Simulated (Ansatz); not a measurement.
# HfC: energy and pressure over a range of volumes, part 2 of 2

How stiff is HfC, and at what volume does the pressure vanish? The cell is scaled evenly, atoms carried along, and solved with LAPW, PAW and all-electron datasets made for the crystal.

Ansatz 0.2.0; DFT LDA; a Materials Project cell. «Crystal datasets» are all-electron PAW datasets made for this crystal. The steps go on from the part before.

### Step 7. Volume × 1.02, LAPW

Input file input.yaml:

```yaml
crystal:
  lattice:
    - [0.0, 2.3324845805, 2.3324845805]
    - [2.3324845805, 0.0, 2.3324845805]
    - [2.3324845805, 2.3324845805, 0.0]
  atoms:
    - { symbol: Hf, position: [0.0, 0.0, 0.0] }
    - { symbol: C, position: [0.5, 0.5, 0.5] }
kpoints:
  mp_grid: { grid: [14, 14, 14] }
scf:
  occupations: { method: fermi_dirac, width: 0.05 }
hamiltonian:
  xc: lda
  pseudopotentials: { kind: all_electron, lapw: { basis_error: 0.0005 } }
output:
  forces: true
  stress: true
  eigenvalues: true
```

Command:

```
$ ansatz run input.yaml --threads 1 --pin off --max-ram 2048MiB --backend cpu --events-out ev --progress --plain --runs-dir out
```

The program printed, cut to the lines that bear on the results:

```text
LAPW: plane waves up to 9.244 Å⁻¹, error target 5.0e-4 eV per atom; small_component_spin mean_spin; C in spheres of 0.964 Å, 6 of its electrons in bands, Dirac shells []; Hf in spheres of 1.369 Å, 42 of its electrons in bands, Dirac shells []
[...]
Pseudopotentials: kind: all_electron
Pseudopotential: Hf, LAPW, valence charge 42, Koelling and Harmon's equation, gaussian nucleus
Pseudopotential: C, LAPW, valence charge 6, Koelling and Harmon's equation, gaussian nucleus
Functional definition: SPW92
[...]
Crystal: 2 atoms, lattice volume = 25.380 Å³
Basis set: ecut = 325.57668778383896 eV, 331 PW (Γ), exchange–correlation at level 2
Bands: 29, of which v1, the nominal top of the filled ones, is band 24 counted from 1 (23 counted from 0)
Symmetry: 48 space group operations
Space group: Fm-3m (ITA 225), of the structure as read, at distance tolerance 2.9e-5 Å
k-points: 104 of 2744
[...]
SCF iter   1: F=—  HF=-411038.859373 eV  |F-HF|=—  |Δ(HF+E_count)|=         —  Δρ=1.28e-1  dr2=5.94e0  ethr=1.24e-2  ⟨swp⟩=2.0  Hψ=17984  notcnv=0
[...]
the basis was enlarged: its passes take 222.7 KiB over the memory plan, 1 of 1 planned eigensolver slots
[...]
SCF iter  10: F=-411036.833054 eV  HF=-411036.833054 eV  |F-HF|=7.31e-8  |Δ(HF+E_count)|=   1.26e-7  Δρ=1.57e-5  dr2=7.43e-8  ethr=1.48e-9  ⟨swp⟩=2.2  Hψ=9155  notcnv=0
[...]
SCF converged after 10 iterations
Free energy (F): -411036.833054 eV
[...]
E sigma→0 (E₀):  -411036.831721 eV
Entropy (-TS):   -0.002666 eV (-1.333 meV/atom)
Fermi energy:    19.901742 eV
[...]
--- Forces (eV/Å), atoms counted from 1 ---
  atom   1  Hf    -0.00000000    -0.00000000     0.00000000
  atom   2  C      0.00000000    -0.00000000    -0.00000000
[...]
--- Stress (GPa, compression-positive) ---
      -13.850640       0.000000      -0.000000
        0.000000     -13.850640      -0.000000
       -0.000000      -0.000000     -13.850640
  P = ⅓ Tr σ = -13.8506 GPa (-138.506 kbar)
--- Band table (eV; the first three rows and the last of 104) ---
[...]
```

It took 25 s on 1 thread, shared host.

In short: pressure -13.85 GPa; no gap.

### Step 8. Volume × 1.02, PAW

Changes to input.yaml since step 7:

```diff
@@ -14,3 +14,3 @@
   xc: lda
-  pseudopotentials: { kind: all_electron, lapw: { basis_error: 0.0005 } }
+  pseudopotentials: { kind: paw }
 output:
@@ -19 +19,2 @@
   eigenvalues: true
+  efg: { contact_densities: true }
```

Command:

```
$ ansatz run input.yaml --threads 1 --pin off --max-ram 2048MiB --backend cpu --events-out ev --progress --plain --runs-dir out
```

The program printed, cut to the lines that bear on the results:

```text
Hf: output.efg is read without spin–orbit coupling, which moves field gradients at and beside such atoms by some per cent and up to a factor of two; PAW files take it under magnetization.noncollinear and magnetization.spin_orbit
[...]
[... 4 set-up lines as earlier in the session ...]
[...]
Crystal: 2 atoms, lattice volume = 25.380 Å³
Basis set: ecut = 420 eV, 531 PW (Γ)
Bands: 19, of which v1, the nominal top of the filled ones, is band 15 counted from 1 (14 counted from 0)
[... 2 set-up lines as earlier in the session ...]
k-points: 104 of 2744
[...]
  atom   1  Hf    -0.00000000     0.00000000    -0.00000000
  atom   2  C      0.00000000     0.00000000    -0.00000000
[...]
--- Stress (GPa, compression-positive) ---
      -13.928977      -0.000000       0.000000
        0.000000     -13.928977       0.000000
        0.000000      -0.000000     -13.928977
  P = ⅓ Tr σ = -13.9290 GPa (-139.290 kbar)
--- PAW observables at the nuclei: V_zz in 10²¹ V/m², potentials from the cell's mean, atoms counted from 1 ---
  atom   1  Hf V_zz =    -0.000000   η = 0.0000   by run symmetry: forbidden
            electrostatic potential = -14184.563857 V   contact ρ = 7500163.220318 e/Å³
  atom   2  C  V_zz =    +0.000000   η = 0.0000   by run symmetry: forbidden
            electrostatic potential = -427.136478 V   contact ρ = 852.688565 e/Å³
--- Band table (eV; the first three rows and the last of 104) ---
  k-point 0: bands = ["-41.5670", "-10.0271", "-10.0271", "-10.0271", "7.4313", "8.4107", "8.4220", "8.4220", "8.4220", "8.4988", "8.4988", "8.4988", "20.6296", "20.6296", "20.6296", "20.8439", "20.8439", "20.8439", "22.8364"]
[...]
```

Wall time 4 s (1 thread, shared host).

This run gives: pressure -13.93 GPa; no gap.

### Step 9. Volume × 1.06, LAPW

Input file input.yaml:

```yaml
crystal:
  lattice:
    - [0.0, 2.3625844756, 2.3625844756]
    - [2.3625844756, 0.0, 2.3625844756]
    - [2.3625844756, 2.3625844756, 0.0]
  atoms:
    - { symbol: Hf, position: [0.0, 0.0, 0.0] }
    - { symbol: C, position: [0.5, 0.5, 0.5] }
kpoints:
  mp_grid: { grid: [14, 14, 14] }
scf:
  occupations: { method: fermi_dirac, width: 0.05 }
hamiltonian:
  xc: lda
  pseudopotentials: { kind: all_electron, lapw: { basis_error: 0.0005 } }
output:
  forces: true
  stress: true
  eigenvalues: true
```

Command:

```
$ ansatz run input.yaml --threads 1 --pin off --max-ram 2048MiB --backend cpu --events-out ev --progress --plain --runs-dir out
```

The program printed, cut to the lines that bear on the results:

```text
LAPW: plane waves up to 9.114 Å⁻¹, error target 5.0e-4 eV per atom; small_component_spin mean_spin; C in spheres of 0.978 Å, 6 of its electrons in bands, Dirac shells []; Hf in spheres of 1.384 Å, 42 of its electrons in bands, Dirac shells []
[...]
[... 4 set-up lines as earlier in the session ...]
[...]
Crystal: 2 atoms, lattice volume = 26.375 Å³
Basis set: ecut = 316.44616243485166 eV, 331 PW (Γ), exchange–correlation at level 2
Bands: 29, of which v1, the nominal top of the filled ones, is band 24 counted from 1 (23 counted from 0)
[... 1 set-up line as earlier in the session ...]
Space group: Fm-3m (ITA 225), of the structure as read, at distance tolerance 3.0e-5 Å
k-points: 104 of 2744
[...]
SCF iter   1: F=—  HF=-411038.759330 eV  |F-HF|=—  |Δ(HF+E_count)|=         —  Δρ=1.25e-1  dr2=6.01e0  ethr=1.25e-2  ⟨swp⟩=2.0  Hψ=17971  notcnv=0
[...]
the basis was enlarged: its passes take 222.7 KiB over the memory plan, 1 of 1 planned eigensolver slots
[...]
SCF iter   8: F=-411036.723689 eV  HF=-411036.723689 eV  |F-HF|=7.04e-9  |Δ(HF+E_count)|=   2.30e-7  Δρ=5.10e-6  dr2=3.96e-9  ethr=1.32e-10  ⟨swp⟩=3.0  Hψ=9541  notcnv=0
[...]
SCF converged after 8 iterations
Free energy (F): -411036.723689 eV
[...]
E sigma→0 (E₀):  -411036.722266 eV
Entropy (-TS):   -0.002846 eV (-1.423 meV/atom)
Fermi energy:    19.065509 eV
[...]
--- Forces (eV/Å), atoms counted from 1 ---
  atom   1  Hf    -0.00000000    -0.00000000     0.00000000
  atom   2  C      0.00000000    -0.00000000     0.00000000
[...]
--- Stress (GPa, compression-positive) ---
      -21.104404       0.000000      -0.000000
        0.000000     -21.104404       0.000000
       -0.000000       0.000000     -21.104404
  P = ⅓ Tr σ = -21.1044 GPa (-211.044 kbar)
--- Band table (eV; the first three rows and the last of 104) ---
[...]
```

It took 22 s on 1 thread, shared host.

Read from it: pressure -21.10 GPa; no gap.

### Step 10. Volume × 1.06, PAW

Changes to input.yaml since step 9:

```diff
@@ -14,3 +14,3 @@
   xc: lda
-  pseudopotentials: { kind: all_electron, lapw: { basis_error: 0.0005 } }
+  pseudopotentials: { kind: paw }
 output:
@@ -19 +19,2 @@
   eigenvalues: true
+  efg: { contact_densities: true }
```

Command:

```
$ ansatz run input.yaml --threads 1 --pin off --max-ram 2048MiB --backend cpu --events-out ev --progress --plain --runs-dir out
```

The program printed, cut to the lines that bear on the results:

```text
Hf: output.efg is read without spin–orbit coupling, which moves field gradients at and beside such atoms by some per cent and up to a factor of two; PAW files take it under magnetization.noncollinear and magnetization.spin_orbit
[...]
[... 4 set-up lines as earlier in the session ...]
[...]
Crystal: 2 atoms, lattice volume = 26.375 Å³
Basis set: ecut = 420 eV, 531 PW (Γ)
Bands: 19, of which v1, the nominal top of the filled ones, is band 15 counted from 1 (14 counted from 0)
[... 2 set-up lines as earlier in the session ...]
k-points: 104 of 2744
[...]
  atom   1  Hf    -0.00000000    -0.00000000    -0.00000000
  atom   2  C      0.00000000    -0.00000000     0.00000000
[...]
--- Stress (GPa, compression-positive) ---
      -21.177415      -0.000000       0.000000
        0.000000     -21.177415      -0.000000
        0.000000       0.000000     -21.177415
  P = ⅓ Tr σ = -21.1774 GPa (-211.774 kbar)
--- PAW observables at the nuclei: V_zz in 10²¹ V/m², potentials from the cell's mean, atoms counted from 1 ---
  atom   1  Hf V_zz =    +0.000000   η = 0.0000   by run symmetry: forbidden
            electrostatic potential = -14183.544649 V   contact ρ = 7500157.883119 e/Å³
  atom   2  C  V_zz =    -0.000000   η = 0.0000   by run symmetry: forbidden
            electrostatic potential = -426.172047 V   contact ρ = 852.675347 e/Å³
--- Band table (eV; the first three rows and the last of 104) ---
  k-point 0: bands = ["-42.5398", "-11.0056", "-11.0056", "-11.0056", "6.8088", "7.4299", "7.4449", "7.4449", "7.4449", "7.5094", "7.5094", "7.5094", "19.7857", "19.7857", "19.7857", "20.0168", "20.0168", "20.0168", "21.9070"]
[...]
```

It took 3.8 s on 1 thread, shared host.

Result: pressure -21.18 GPa; no gap.

### Step 11. Volume × 1.06, crystal datasets

Changes to input.yaml since step 10:

```diff
@@ -14,3 +14,3 @@
   xc: lda
-  pseudopotentials: { kind: paw }
+  pseudopotentials: { kind: all_electron, datasets: crystal }
 output:
```

Command:

```
$ ansatz run input.yaml --threads 1 --pin off --max-ram 2048MiB --backend cpu --events-out ev --progress --plain --runs-dir out
```

The program printed, cut to the lines that bear on the results:

```text
[...]
Hf: output.efg is read without spin–orbit coupling, which moves field gradients at and beside such atoms by some per cent and up to a factor of two; PAW files take it under magnetization.noncollinear and magnetization.spin_orbit
[...]
[... 1 set-up line as earlier in the session ...]
Pseudopotential: Hf, paw, valence charge 26, recommended cutoff 400 eV (normal), Koelling and Harmon's equation, gaussian nucleus
Pseudopotential: C, paw, valence charge 4, recommended cutoff 400 eV (normal), Koelling and Harmon's equation, gaussian nucleus
[... 1 set-up line as earlier in the session ...]
[...]
Crystal: 2 atoms, lattice volume = 26.375 Å³
Basis set: ecut = 400 eV, 531 PW (Γ)
Bands: 19, of which v1, the nominal top of the filled ones, is band 15 counted from 1 (14 counted from 0)
[... 2 set-up lines as earlier in the session ...]
[...]
  atom   1  Hf    -0.00000000     0.00000000     0.00000000
  atom   2  C      0.00000000    -0.00000000    -0.00000000
[...]
--- Stress (GPa, compression-positive) ---
      -21.105224      -0.000000       0.000000
        0.000000     -21.105224       0.000000
        0.000000       0.000000     -21.105224
  P = ⅓ Tr σ = -21.1052 GPa (-211.052 kbar)
--- PAW observables at the nuclei: V_zz in 10²¹ V/m², potentials from the cell's mean, atoms counted from 1 ---
  atom   1  Hf V_zz =    -0.000000   η = 0.0000   by run symmetry: forbidden
            electrostatic potential = -14177.622010 V   contact ρ = 7496505.587895 e/Å³
  atom   2  C  V_zz =    -0.000000   η = 0.0000   by run symmetry: forbidden
            electrostatic potential = -424.160060 V   contact ρ = 852.823450 e/Å³
--- Band table (eV; the first three rows and the last of 104) ---
  k-point 0: bands = ["-42.1970", "-10.6639", "-10.6639", "-10.6639", "7.1472", "7.7717", "7.7854", "7.7854", "7.7854", "7.8505", "7.8505", "7.8505", "20.1276", "20.1276", "20.1276", "20.3531", "20.3531"]
[...]
```

Wall time 13 s (1 thread, shared host).

Read from it: pressure -21.11 GPa; no gap.

### Step 12. Fits

The rows at scale 1 come from earlier runs of the unscaled cell with the same settings.

| method | volume (Å³/atom) | F above the lowest (meV/atom) | pressure (GPa) |
| --- | --- | --- | --- |
| LAPW | 11.701 | 0.9 | 5.88 |
| LAPW | 12.192 | 0.0 | -4.93 |
| LAPW | 12.441 | 11.4 | -9.62 |
| LAPW | 12.690 | 29.7 | -13.85 |
| LAPW | 13.187 | 84.3 | -21.10 |
| PAW | 11.701 | 0.6 | 5.78 |
| PAW | 12.192 | 0.0 | -5.02 |
| PAW | 12.441 | 11.5 | -9.70 |
| PAW | 12.690 | 29.9 | -13.93 |
| PAW | 13.187 | 84.8 | -21.18 |
| crystal datasets | 11.701 | – | 5.88 |
| crystal datasets | 12.441 | – | -9.62 |
| crystal datasets | 13.187 | – | -21.11 |

### Step 13. Results

This closing draws on all 2 parts.

| quantity | value |
| --- | --- |
| equilibrium volume (LAPW) | 11.955 Å³/atom |
| bulk modulus (LAPW) | 262 GPa |
| its pressure derivative (LAPW) | 4.0 |
| equilibrium volume (PAW) | 11.951 Å³/atom |
| bulk modulus (PAW) | 262 GPa |
| its pressure derivative (PAW) | 4.0 |

What this shows: By LAPW, the pressure vanishes at 11.96 Å³/atom (-3.9 % from the starting cell) and the bulk modulus there is 262 GPa (Birch-Murnaghan, third order). PAW's volume lies -0.04 % and its modulus less than 0.1 % from LAPW's. No thermal or zero-point expansion is included. Spin-orbit coupling is left out, though the cell holds Hf; in elements this heavy it can shift bands and gaps by tenths of an eV.
